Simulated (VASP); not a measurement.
Set up this calculation in VASP 6.6.1, as the native input.

```
Task                   : relaxation of cell and atoms
Functional             : LDA
Potentials or basis    : VASP PAW LDA potentials, release 64 (B, N)
Cutoff                 : 600 eV
k mesh                 : 14 × 14 × 14
Occupations            : gaussian, width 0.03 eV
Spin                   : no spin polarisation
Further INCAR settings : ALGO = Normal; EDIFF = 1e-06; IBRION = 2; EDIFFG = -0.01; NSW = 90; ISIF = 3
```

The structure of BN (Qingsongite) lies in POSCAR:

```
BN
1.0
    0.0000000000      1.8075000000      1.8075000000
    1.8075000000      0.0000000000      1.8075000000
    1.8075000000      1.8075000000      0.0000000000
B N
1 1
Direct
    0.0000000000      0.0000000000      0.0000000000
    0.2500000000      0.2500000000      0.2500000000
```

These files were run (other wordings do the same):

INCAR

```
SYSTEM = BN
ALGO     = Normal         ! electronic algorithm
EDIFF    = 1E-6           ! SCF threshold, eV
EDIFFG   = -0.01          ! ionic threshold
ENCUT    = 600            ! plane-wave cutoff, eV
GGA      = CA             ! functional
IBRION   = 2              ! ionic algorithm
ISIF     = 3              ! what is computed and relaxed
ISMEAR   = 0              ! smearing method
LASPH    = .True.         ! aspherical terms in the spheres
LCHARG   = .False.        ! write CHGCAR
LREAL    = .False.        ! projectors in reciprocal space
LWAVE    = .False.        ! write WAVECAR
NELM     = 80             ! most SCF steps
NSW      = 90             ! ionic steps
PREC     = Accurate       ! precision mode
SIGMA    = 0.03           ! smearing width, eV
```

KPOINTS

```
k-points
0
Gamma
  14 14 14
  0 0 0
```

Potentials or basis: VASP PAW LDA potentials, release 64 (B, N).

Launch:

```sh
$ cat potpaw_LDA.64/B/POTCAR potpaw_LDA.64/N/POTCAR > POTCAR
$ mpirun -np 1 vasp_std > vasp.out
```

Results of the run:

```json
{"Relaxed volume": "5.75 Å³/atom", "Relaxed cell": "a = 2.533 Å, b = 2.533 Å, c = 2.533 Å, α = 60.00°, β = 60.00°, γ = 60.00°", "Space group after relaxing (to 0.05 Å)": "F-43m (No. 216)", "Energy gained by relaxing": "5.2 meV/atom", "Ionic steps": "3", "Pressure after relaxing": "-0.1 GPa", "Band gap on the k mesh": "4.38 eV, indirect (least direct gap 8.81 eV)"}
```

Wall time 11 s on 1 thread of Intel(R) Xeon(R) Platinum 8488C (Sapphire Rapids), with other jobs on the host, peak memory 0.12 GiB.
